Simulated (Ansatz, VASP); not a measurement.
## Two plane-wave programs on Ge

```
Ge
1.0
     0.00000    2.83753    2.83753
     2.83753    0.00000    2.83753
     2.83753    2.83753    0.00000
Ge
2
Direct
  0.50000 0.50000 0.50000
  0.75000 0.75000 0.75000
```

Alike in both runs: functional r2SCAN; k mesh 12 × 12 × 12; occupations fermi-dirac, width 0.05 eV; no spin polarisation.

Ansatz relaxed the structure, and its values are those at the end. VASP's run is a single point on that final structure, the one shown.

```csv
,VASP,Ansatz
version,VASP 6.6.1,Ansatz 0.2.0
potentials or method,"VASP PAW PBE potentials, release 64 (Ge_d)","PAW with Ansatz's default frozen-core files, scalar-relativistic"
plane-wave cutoff (eV),520,500
valence electrons in the cell,28,28
```

|  | VASP | Ansatz | Ansatz less VASP |
| --- | --- | --- | --- |
| pressure (GPa) | 0.0 | 0.0 | -0.04 |

Caveats: the PAW data sets were made with another functional, which shifts forces and pressure a little (VASP).
